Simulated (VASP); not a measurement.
# Nb7P8 (a cell with a defect) in VASP: further runs, part 2 of 2

VASP 6.6.1. The steps go on from the part before.

**4. Single point, PBEsol**

Contents of INCAR:

```
  PREC = Accurate
  ENCUT = 520
  EDIFF = 1E-6
  ISMEAR = 0
  SIGMA = 0.1
  LREAL = Auto
  LASPH = T
  NELM = 100
  ALGO = Fast
  ISIF = 2
  LWAVE = F
  LCHARG = F
  GGA = PS
  NBANDS = 78
```

Contents of KPOINTS:

```
Automatic mesh
0
Gamma
  2 2 3
```

Contents of POSCAR:

```
Nb7P8
1.0
    0.0000000000      6.6807580000     -0.0000002900
    6.6807580000      0.0000000000     -0.0000002900
    1.6701892500      1.6701892500     -5.7163181500
Nb P
7 8
Direct
    0.3797526227      0.1426224946      0.4477729863
    0.0026858895      0.0192262282     -0.0486045386
    0.3855820688      0.6437810636      0.4690938522
    0.5129748072      0.0136669442     -0.0161140703
    0.8939270960      0.1571491735      0.4408987794
    0.5094060525      0.5195980098     -0.0541900031
    0.8695330453      0.6292070224      0.4676626624
    0.2194681795      0.2395575167      0.1068880092
    0.0959367742      0.3530105972      0.6236368894
    0.3183913749      0.8166948608     -0.1934737186
    0.0730043161      0.8572469125      0.6070520638
    0.7537727320      0.2795406164      0.0763433191
    0.5858011593      0.3454914520      0.6289150876
    0.7374670718      0.6908557441      0.1077147159
    0.6678916985      0.9269471829      0.3408357419
```

Potentials or basis: VASP PAW PBE potentials, release 64 (Nb_sv, P).

Launch:

```
> cat potpaw_PBE.64/Nb_sv/POTCAR potpaw_PBE.64/P/POTCAR > POTCAR
> mpirun -np 1 vasp_std > vasp.out
```

OUTCAR:

```text
PREC = Accurate
   ENCUT = 520
   EDIFF = 1E-6
   ISMEAR = 0
   LREAL = Auto
   LASPH = T
   NELM = 100
   ISIF = 2
   GGA = PS

 ion  position               nearest neighbor table
   1  0.380  0.143  0.448-  15 2.46   9 2.54   8 2.55  13 2.58  11 2.59  10 2.59  12 2.85
   2  0.003  0.019  0.951-   9 2.52  12 2.53  11 2.58   8 2.59  10 2.59  14 2.61  15 2.73
   3  0.386  0.644  0.469-  15 2.48  13 2.53   9 2.54  10 2.59  11 2.61  14 2.72
   4  0.513  0.014  0.984-  10 2.48   8 2.55  13 2.60  15 2.61  12 2.67  14 2.69
   5  0.894  0.157  0.441-  15 2.46  11 2.46   8 2.50   9 2.54  13 2.58  12 2.60
   6  0.509  0.520  0.946-  12 2.43  10 2.45  14 2.46  13 2.48   8 2.49
   7  0.870  0.629  0.468-  15 2.47  13 2.48  11 2.50   9 2.54  14 2.54
   8  0.219  0.240  0.107-   6 2.49   5 2.50   1 2.55   4 2.55   2 2.59
   9  0.096  0.353  0.624-   2 2.52   3 2.54   5 2.54   7 2.54   1 2.54
  10  0.318  0.817  0.807-  11 2.28   6 2.45   4 2.48   3 2.59   2 2.59   1 2.59
  11  0.073  0.857  0.607-  10 2.28   5 2.46   7 2.50   2 2.58   1 2.59   3 2.61
  12  0.754  0.280  0.076-   6 2.43  15 2.44   2 2.53   5 2.60   4 2.67  14 2.81   1 2.85
  13  0.586  0.345  0.629-   7 2.48   6 2.48   3 2.53   1 2.58   5 2.58   4 2.60
  14  0.737  0.691  0.108-  15 2.38   6 2.46   7 2.54   2 2.61   4 2.69   3 2.72  12 2.81
  15  0.668  0.927  0.341-  14 2.38  12 2.44   1 2.46   5 2.46   7 2.47   3 2.48   4 2.61   2 2.73

  LATTYP: Found a base centered monoclinic cell.
 ALAT       =     9.4480185705
 B/A-ratio  =     1.0000000000
 C/A-ratio  =     0.6546443047
 COS(beta)  =    -0.3818867711

  Lattice vectors:

 A1 = (   0.0000000000,  -6.6807580000,   0.0000002900)
 A2 = (  -6.6807580000,   0.0000000000,   0.0000002900)
 A3 = (   1.6701892500,   1.6701892500,  -5.7163181500)

Analysis of symmetry for initial positions (statically):
=====================================================================
 Subroutine PRICEL returns:
[... 170 lines left out ...]
   NGX = 25   NGY = 25   NGZ = 23

 number of electron     130.9999999 magnetization

 Free energy of the ion-electron system (eV)
  ---------------------------------------------------
  ext. energy  EPLUGINS =         0.00000000
  ---------------------------------------------------
  free energy    TOTEN  =      -132.17748551 eV

  energy without entropy =     -132.13436612  energy(sigma->0) =     -132.15592582

 E-fermi :   9.7607     XC(G=0): -11.6406

 val. band max:        9.7583197934   @ k =   0.0000   0.5000  -0.3333
 cond. band min:       9.7760150463   @ k =   0.0000   0.5000   0.0000
 fundamental gap:      0.0176952529
 Fermi energy:         9.7606974835

 k-point     1 :       0.0000    0.0000    0.0000
  band No.  band energies     occupation
      1     -45.3444      2.00000
      2     -45.2170      2.00000
      3     -45.1838      2.00000
      4     -45.1689      2.00000
      5     -45.1544      2.00000
      6     -45.1389      2.00000
[... 629 lines left out ...]
     76      11.8899      0.00000
     77      12.1144      0.00000
 [bands above 77 left out]

------------------------ aborting loop because EDIFF is reached ----------------------------------------

  FORCE on cell =-STRESS in cart. coord.  units (eV):
  Direction    XX          YY          ZZ          XY          YZ          ZX
  --------------------------------------------------------------------------------------
  -------------------------------------------------------------------------------------
  Total       -4.3836656     -7.7701913     -8.8519668     -0.9221447     -2.5363523      0.7520189
  in kB      -27.5283469    -48.7948999    -55.5881856     -5.7908430    -15.9276715      4.7224948
  external PRESSURE =     -43.9704775 kB  Pullay stress =       0.0000000 kB

 VOLUME and BASIS-vectors are now :
 -----------------------------------------------------------------------------
  energy-cutoff  :      520.00
  volume of cell :      255.13
      direct lattice vectors                 reciprocal lattice vectors
     0.000000000  6.680758000 -0.000000290     0.000000002  0.149683616  0.043734439
     6.680758000  0.000000000 -0.000000290     0.149683616  0.000000002  0.043734439
     1.670189250  1.670189250 -5.716318150    -0.000000008 -0.000000008 -0.174937783

 POSITION                                       TOTAL-FORCE (eV/Angst)
 -----------------------------------------------------------------------------------
      1.70069      3.28490     -2.55961        -0.006210     -0.005179      0.037228
      1.71746      1.60695     -5.43848         0.004904     -0.001632      0.039712
      5.08442      3.35946     -2.68149         0.001126      0.000651      0.019920
      1.73458      5.07034     -5.62421         0.004631      0.006152      0.013734
      1.78626      6.70849     -2.52032         0.000001     -0.002597      0.039097
      5.05099      4.98290     -5.40655        -0.001957      0.010374      0.031354
      4.98466      6.59023     -2.67331        -0.004300     -0.000525      0.014397
      1.77895      1.64474     -0.61101        -0.003410      0.009598      0.005889
      3.39997      1.68252     -3.56491        -0.012858     -0.001123     -0.098558
      6.80319      3.47415     -4.61036         0.001310     -0.010614      0.024248
      6.74095      1.50162     -3.47010         0.014304      0.011325     -0.090944
      1.99505      5.16328     -0.43640        -0.003459     -0.017975     -0.083872
      3.35855      4.96400     -3.59508        -0.002450      0.006092      0.016100
      4.79534      5.10674     -0.61573         0.022661     -0.002140      0.013452
      6.76197      5.03128     -1.94833        -0.014293     -0.002406      0.018244
 -----------------------------------------------------------------------------------
    total drift:                                0.010681      0.000173     -0.000574

  FREE ENERGIE OF THE ION-ELECTRON SYSTEM (eV)
  ---------------------------------------------------
  free  energy   TOTEN  =      -132.1774855117 eV

  energy  without entropy=     -132.1343661215  energy(sigma->0) =     -132.15592582
```

Wall time 23 min (1 thread of Intel Xeon Platinum 8375C at 2.90GHz (Ice Lake), shared host); peak memory 0.4 GiB.

What came out:

* Free energy: -132.1775 eV
* Pressure: -4.4 GPa
* Largest force: 0.099 eV/Å
* Band gap on the k mesh: none (metal or under the smearing width)

Forces in eV/Å, atoms in the order of the input:
```
Nb  -0.006 -0.005  0.037
Nb   0.005 -0.002  0.040
Nb   0.001  0.001  0.020
Nb   0.005  0.006  0.014
Nb   0.000 -0.003  0.039
Nb  -0.002  0.010  0.031
Nb  -0.004 -0.001  0.014
P   -0.003  0.010  0.006
P   -0.013 -0.001 -0.099
P    0.001 -0.011  0.024
P    0.014  0.011 -0.091
P   -0.003 -0.018 -0.084
P   -0.002  0.006  0.016
P    0.023 -0.002  0.013
P   -0.014 -0.002  0.018
```

Caveat: the k mesh is coarse (spacing up to 0.49 Å⁻¹), so the values aren't converged; the PAW data sets were made with another functional, which shifts forces and pressure a little.
